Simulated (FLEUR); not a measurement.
# Zn (Fm-3m) in FLEUR: further runs, part 2 of 2

FLEUR MaX-R8.1 (later development tree). The steps go on from the part before.

**4. Single point, PBEsol**

This run uses another cell than the first one, of 15.17 Å³/atom, 0.909 times its volume.

Contents of inp.xml:

```xml
<?xml version="1.0" encoding="UTF-8" standalone="no"?>
<fleurInput fleurInputVersion="0.39">
   <comment>
      Zn                                                                                                  
   </comment>
   <calculationSetup>
      <cutoffs Kmax="4.34" Gmax="13.4" GmaxXC="13.4" numbands="0"/>
      <scfLoop itmax="60" minDistance="0.00001" maxIterBroyd="15" imix="Anderson" alpha="0.05" precondParam="0.0" spinf="2.0" sdNocoIR="T"/>
      <coreElectrons ctail="T" frcor="F" kcrel="0" coretail_lmax="0"/>
      <xcFunctional name="PBEs" relativisticCorrections="F"/>
      <magnetism jspins="1"/>
      <soc l_soc="F" theta="0.0" phi="0.0" spav="F"/>
      <expertModes spex="0" secvar="F"/>
      <geometryOptimization l_f="F" forcealpha="1.0" forcemix="BFGS" epsdisp="0.00001" epsforce="0.00001"/>
      <ldaU l_linMix="F" mixParam="0.05" spinf="1.0"/>
   </calculationSetup>
   <cell>
      <bzIntegration valenceElectrons="20.0" mode="hist" fermiSmearingEnergy="0.00183747">
         <kPointListSelection listName="default-1"/>
         <!-- k-points included here -->
         <xi:include xmlns:xi="http://www.w3.org/2001/XInclude" href="kpts.xml"> </xi:include>
      </bzIntegration>
      <!-- symmetry operations included here -->
      <xi:include xmlns:xi="http://www.w3.org/2001/XInclude" href="sym.xml"> </xi:include>
      <bulkLattice scale="1.0">
         <bravaisMatrix>
            <row-1>    0.0000000000000000     3.7128885361870894     3.7128885361870894</row-1>
            <row-2>    3.7128885361870894     0.0000000000000000     3.7128885361870894</row-2>
            <row-3>    3.7128885361870894     3.7128885361870894     0.0000000000000000</row-3>
         </bravaisMatrix>
      </bulkLattice>
   </cell>
   <atomSpecies>
      <species name="Zinc (Zn)" element="Zn" atomicNumber="30">
         <mtSphere radius="2.26" gridPoints="803" logIncrement="0.015"/>
         <atomicCutoffs lmax="10" lnonsphr="10"/>
         <electronConfig flipSpins="F">
            <coreConfig>(1s1/2) (2s1/2) (2p1/2) (2p3/2)</coreConfig>
            <valenceConfig>(3s1/2) (3p1/2) (3p3/2) (4s1/2) (3d3/2) (3d5/2)</valenceConfig>
         </electronConfig>
         <energyParameters s="4" p="4" d="3" f="4"/>
         <lo type="SCLO" l="0" n="3" eDeriv="0"/>
         <lo type="SCLO" l="1" n="3" eDeriv="0"/>
         <lo type="SCLO" l="1" n="3" eDeriv="1"/>
         <lo type="HELO" l="2" n="4" eDeriv="0"/>
         <lo type="HELO" l="2" n="4" eDeriv="1"/>
         <lo type="SCLO" l="3" n="4" eDeriv="2"/>
      </species>
   </atomSpecies>
   <atomGroups>
      <atomGroup species="Zinc (Zn)">
         <relPos label="                   1">.0000000000 .0000000000 .0000000000</relPos>
         <force calculate="T" relaxXYZ="TTT"/>
      </atomGroup>
   </atomGroups>
   <output dos="F" band="F" slice="F">
      <checks vchk="F" cdinf="F"/>
      <bandDOS minEnergy="-.5*Htr" maxEnergy="0.5*Htr" sigma="0.015" storeEVData="T"/>
      <vacuumDOS vacdos="F" integ="F" star="F" nstars="0" locx1="0.0" locy1="0.0" locx2="0.0" locy2="0.0" nstm="0" tworkf="0.0"/>
      <unfoldingBand unfoldBand="F" supercellX="1" supercellY="1" supercellZ="1"/>
      <plotting iplot="0" polar="F">
         <plot TwoD="T" vec1="  1.0  0.0  0.0" vec2="  0.0  1.0  0.0" vec3="  0.0  0.0  1.0" zero="  0.0  0.0  0.0" file="plot"/>
      </plotting>
      <chargeDensitySlicing numkpt="0" minEigenval="0.0" maxEigenval="0.0" nnne="0" pallst="F"/>
      <specialOutput eonly="F"/>
      <moessbauerParams electricFieldGradient="T" isomerShift="T" coreHyperfine="T" valenceHyperfine="T"/>
      <magneticCircularDichroism mcd="F" energyLo="-10.0" energyUp="0.0"/>
   </output>
  <!-- We include the file relax.xml here to enable relaxations (see documentation) -->
  <xi:include xmlns:xi="http://www.w3.org/2001/XInclude" href="relax.xml"> <xi:fallback/> </xi:include>
</fleurInput>
```

Contents of crystal.txt:

```
Zn
&input cartesian=F /
0.0000000000  1.9647760000  1.9647760000
1.9647760000  0.0000000000  1.9647760000
1.9647760000  1.9647760000  0.0000000000
1.8897261246
1.0 1.0 1.0

1
30 0.0000000000  0.0000000000  0.0000000000

&kpt div1=12 div2=12 div3=12 gamma=T /
```

Potentials or basis: all-electron, FLAPW.

Launch:

```bash
inpgen -f crystal.txt -profile fastHighL
# inp.xml edited to the form shown
fleur_MPI
```

Log:

```text
Welcome to FLEUR        (www.flapw.de)
      MaX-Release 8.1          (www.max-centre.eu)

 ========== k-point set info ==========
 Selected k-point list: default-1
 k-point list type: mesh
 12 x 12 x 12
 Number of k points: 72

 ------------Calculation Setup---------------------------
 Number of MPI-tasks      :            1
 Number of PE/node        :            1
 Number of OMP-threads    :            1
 Most efficient MPI parallelization for:
           1           2           3           4           6           8           9          12          18          24          36          72
 Additional eigenvalue parallelization possible
 Number of basis functions:          192
 Approximate size of matrices (H+S) per k-point:         0.001 GB
 --------------------------------------------------------
 Iteration:     1   Distance:       9.87946178 me/bohr^3
 Iteration:     2   Distance:       8.04869294 me/bohr^3
 Iteration:     3   Distance:       3.59828681 me/bohr^3
 Iteration:     4   Distance:       2.45330822 me/bohr^3
 Iteration:     5   Distance:       2.15654610 me/bohr^3
 Iteration:     6   Distance:       0.28516558 me/bohr^3
 Iteration:     7   Distance:       0.33932612 me/bohr^3
 Iteration:     8   Distance:       0.00745486 me/bohr^3
 Iteration:     9   Distance:       0.01014984 me/bohr^3
 Iteration:    10   Distance:       0.00081847 me/bohr^3
 Iteration:    11   Distance:       0.00025374 me/bohr^3
 Iteration:    12   Distance:       0.00002034 me/bohr^3
 Iteration:    13   Distance:       0.00000261 me/bohr^3

 ********************************************************************
 Run finished successfully
 Stop message:
   all done
 ********************************************************************
```

out.xml (last iteration):

```text
<iteration numberForCurrentRun="   13" overallNumber="   13">
         <energyParameters units="Htr">
            <atomicEP atomType="1" spin="1" branch="4s" branchLowest="-4.36" branchHighest="1.36" value="0.0844392149"/>
            <atomicEP atomType="1" spin="1" branch="4p" branchLowest="-2.68" branchHighest="1.99" value="0.2525544723"/>
            <atomicEP atomType="1" spin="1" branch="3d" branchLowest="-9.99" branchHighest="0.06" value="0.0033789272"/>
            <atomicEP atomType="1" spin="1" branch="4f" branchLowest="-9.99" branchHighest="3.62" value="0.5895461212"/>
            <loAtomicEP atomType="1" spin="1" branch="3s" branchLowest="-42.15" branchHighest="-4.36" value="-4.3640661702"/>
            <loAtomicEP atomType="1" spin="1" branch="3p" branchLowest="-36.49" branchHighest="-2.68" value="-2.6865268388"/>
            <loAtomicEP atomType="1" spin="1" branch="3p" branchLowest="-36.49" branchHighest="-2.68" value="-2.6865268388"/>
            <heloAtomicEP atomType="1" spin="1" branch="4d" branchLowest="2.34" branchHighest="2.34" value="2.3428281870"/>
            <heloAtomicEP atomType="1" spin="1" branch="4d" branchLowest="2.34" branchHighest="2.34" value="2.3428281870"/>
[... 63 lines left out ...]
            <densityCoulombPotentialIntegral value="-2761.8303485617"/>
            <densityEffectivePotentialIntegral value="-2853.9144180709"/>
            <chargeDenXCDenIntegral value="-70.2316615169"/>
            <FockExchangeEnergyValence value="0.0000000000"/>
            <FockExchangeEnergyCore value="0.0000000000"/>
            <atomTypeDependentContributions atomType="1">
               <electronNucleiInteractionDifferentMTs value="2158.5007678031"/>
               <MadelungTerm value="-12.4744563211"/>
            </atomTypeDependentContributions>
            <tkbTimesEntropy value="0.0001225445"/>
            <freeEnergy value="-1794.7137805986"/>
            <extrapolationTo0K value="-1794.7137193263"/>
         </totalEnergy>
         <densityConvergence units="me/bohr^3">
            <chargeDensity spin="1" distance="0.0000026116"/>
         </densityConvergence>
      </iteration>
```

Run time: 22 s. Hardware: 1 thread of Intel Xeon Platinum 8259CL at 2.50GHz (Skylake/Cascade Lake), shared host; peak memory 0.07 GiB.

What came out:

| Quantity | Value |
| --- | --- |
| Free energy | -48836.6499 eV |
| Band gap on the k mesh | none (metal or under the smearing width) |
| Valence electrons inside the program's atomic spheres | Zn 18.63 (radii Zn 2.26 bohr) |

Core levels (eV from the Fermi level):
```tsv
atom	levels
1 Zn	1s1/2 -9512.1, 2s1/2 -1154.2, 2p1/2 -1016.4, 2p3/2 -992.6
```

**5. Single point, PBEsol**

This run uses another cell than the first one, of 14.41 Å³/atom, 0.864 times its volume.

inp.xml: that of step 4 with these lines changed.

```diff
@@ -26,5 +26,5 @@
          <bravaisMatrix>
-            <row-1>    0.0000000000000000     3.7128885361870894     3.7128885361870894</row-1>
-            <row-2>    3.7128885361870894     0.0000000000000000     3.7128885361870894</row-2>
-            <row-3>    3.7128885361870894     3.7128885361870894     0.0000000000000000</row-3>
+            <row-1>    0.0000000000000000     3.6499460624499669     3.6499460624499669</row-1>
+            <row-2>    3.6499460624499669     0.0000000000000000     3.6499460624499669</row-2>
+            <row-3>    3.6499460624499669     3.6499460624499669     0.0000000000000000</row-3>
          </bravaisMatrix>
@@ -34,3 +34,3 @@
       <species name="Zinc (Zn)" element="Zn" atomicNumber="30">
-         <mtSphere radius="2.26" gridPoints="803" logIncrement="0.015"/>
+         <mtSphere radius="2.26" gridPoints="791" logIncrement="0.016"/>
          <atomicCutoffs lmax="10" lnonsphr="10"/>
```

Contents of crystal.txt:

```
Zn
&input cartesian=F /
0.0000000000  1.9314682773  1.9314682773
1.9314682773  0.0000000000  1.9314682773
1.9314682773  1.9314682773  0.0000000000
1.8897261246
1.0 1.0 1.0

1
30 0.0000000000  0.0000000000  0.0000000000

&kpt div1=12 div2=12 div3=12 gamma=T /
```

Potentials or basis: all-electron, FLAPW.

Launch:

```bash
inpgen -f crystal.txt -profile fastHighL
# inp.xml edited to the form shown
fleur_MPI
```

Log:

```text
Welcome to FLEUR        (www.flapw.de)
      MaX-Release 8.1          (www.max-centre.eu)

 ========== k-point set info ==========
 Selected k-point list: default-1
 k-point list type: mesh
 12 x 12 x 12
 Number of k points: 72

 ------------Calculation Setup---------------------------
 Number of MPI-tasks      :            1
 Number of PE/node        :            1
 Number of OMP-threads    :            1
 Most efficient MPI parallelization for:
           1           2           3           4           6           8           9          12          18          24          36          72
 Additional eigenvalue parallelization possible
 Number of basis functions:          186
 Approximate size of matrices (H+S) per k-point:         0.001 GB
 --------------------------------------------------------
 Iteration:     1   Distance:      10.94170674 me/bohr^3
 Iteration:     2   Distance:       8.91373774 me/bohr^3
 Iteration:     3   Distance:       3.97561581 me/bohr^3
 Iteration:     4   Distance:       2.79464918 me/bohr^3
 Iteration:     5   Distance:       2.23324023 me/bohr^3
 Iteration:     6   Distance:       0.22978243 me/bohr^3
 Iteration:     7   Distance:       0.33625254 me/bohr^3
 Iteration:     8   Distance:       0.00703010 me/bohr^3
 Iteration:     9   Distance:       0.01042103 me/bohr^3
 Iteration:    10   Distance:       0.00038849 me/bohr^3
 Iteration:    11   Distance:       0.00029303 me/bohr^3
 Iteration:    12   Distance:       0.00001859 me/bohr^3
 Iteration:    13   Distance:       0.00000165 me/bohr^3

 ********************************************************************
 Run finished successfully
 Stop message:
   all done
 ********************************************************************
```

out.xml (last iteration):

```text
<iteration numberForCurrentRun="   13" overallNumber="   13">
         <energyParameters units="Htr">
            <atomicEP atomType="1" spin="1" branch="4s" branchLowest="-4.34" branchHighest="1.37" value="0.0965863696"/>
            <atomicEP atomType="1" spin="1" branch="4p" branchLowest="-2.66" branchHighest="2.01" value="0.2635093973"/>
            <atomicEP atomType="1" spin="1" branch="3d" branchLowest="-9.99" branchHighest="0.08" value="0.0212033667"/>
            <atomicEP atomType="1" spin="1" branch="4f" branchLowest="-9.99" branchHighest="3.64" value="0.5998167700"/>
[... 76 lines left out ...]
            </atomTypeDependentContributions>
            <tkbTimesEntropy value="0.0001044305"/>
            <freeEnergy value="-1794.7144039339"/>
            <extrapolationTo0K value="-1794.7143517186"/>
         </totalEnergy>
         <densityConvergence units="me/bohr^3">
            <chargeDensity spin="1" distance="0.0000016455"/>
         </densityConvergence>
      </iteration>
```

Wall time 20 s (1 thread of Intel Xeon Platinum 8259CL at 2.50GHz (Skylake/Cascade Lake), shared host); peak memory 0.07 GiB.

Results:

```yaml
Free_energy: -48836.6668 eV
Band_gap_on_the_k_mesh: none (metal or under the smearing width)
Valence_electrons_inside_the_program's_atomic_spheres: Zn 18.67 (radii Zn 2.26 bohr)
```

Levels at points of the mesh, in eV from the Fermi level:
```
           k point  band 7  band 8  band 9  band 10  band 11  band 12  band 13  band 14
(0.00, 0.00, 0.00)   -7.65   -7.65   -7.22    -7.22    18.94    18.94    18.94    18.98
(0.00, 0.00, 0.50)   -7.65   -6.91   -6.91    -3.08    -1.24    15.81    15.81    17.57
(0.00, 0.50, 0.50)   -6.93   -6.83   -6.83    -1.10     1.97     8.67     8.67    12.39
```

Core levels (eV from the Fermi level):
```csv
atom,levels
1 Zn,"1s1/2 -9512.2, 2s1/2 -1154.3, 2p1/2 -1016.5, 2p3/2 -992.7"
```

**6. Overview**

| cell | gap on the mesh (eV) |
| --- | --- |
| Fm-3m, 16.69 Å³/atom | none |
| Fm-3m, 15.93 Å³/atom | none |
| Fm-3m, 15.17 Å³/atom | none |
| Fm-3m, 14.41 Å³/atom | none |

Alike in all rows: task single point; level PBEsol; potentials or basis all-electron, FLAPW; no spin polarisation; k mesh 12 × 12 × 12; smearing fermi-dirac 0.05 eV; kmax 4.34 1/bohr.

Every run on the cell as given and a fine mesh finds a metal.

Compare energies only between runs with the same functional and basis.
